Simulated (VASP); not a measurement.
A run of VASP 6.6.1 is set up as follows.

INCAR

```
ALGO     = Normal         # electronic algorithm
EDIFF    = 1E-6           # SCF threshold, eV
ENCUT    = 520            # plane-wave cutoff, eV
GGA      = PE             # functional
ISIF     = 2              # what is computed and relaxed
ISMEAR   = -1             # smearing method
ISPIN    = 2              # spin polarisation
LASPH    = True           # aspherical terms in the spheres
LCHARG   = False          # write CHGCAR
LDAU     = True           # DFT+U
LDAUJ    = 0 0          
LDAUL    = 3 -1           # shell
LDAUPRINT= 1            
LDAUTYPE = 2            
LDAUU    = 8 0            # U, eV
LMAXMIX  = 6              # l up to which the mixer works
LORBIT   = 11             # projections on sites
LREAL    = False          # projectors in reciprocal space
LWAVE    = False          # write WAVECAR
MAGMOM   = 7 7 0 0        # initial moments
NELM     = 100            # most SCF steps
PREC     = Accurate       # precision mode
SIGMA    = 0.05           # smearing width, eV
```

KPOINTS

```
k-points
0
Gamma
  8 8 6
```

The input POSCAR:

```
GdN
1.0
    2.5600000000     -2.5600000000      0.0000000000
    2.5600000000      2.5600000000      0.0000000000
    0.0000000000      0.0000000000      5.1200000000
Gd N
2 2
Direct
    0.0000000000      0.0000000000      0.0000000000
    0.5000000000      0.5000000000      0.5000000000
    0.5000000000      0.5000000000      0.0000000000
    0.0000000000      0.0000000000      0.5000000000
```

Potentials or basis: VASP PAW PBE potentials, release 64 (Gd, N).

Command:

```sh
$ cat potpaw_PBE.64/Gd/POTCAR potpaw_PBE.64/N/POTCAR > POTCAR
$ mpirun -np 1 vasp_std > vasp.out
```

(1) Estimate the site moments.

(2) What does it give for the band gap on the k mesh?

(3) Predict the net moment.

Results:

(1) Gd +6.88; N -0.11 μB.

(2) none (metal or under the smearing width).

(3) 14.00 μB per cell.

Caveat: spin-orbit coupling is left out, which moves the levels of the heavy elements.
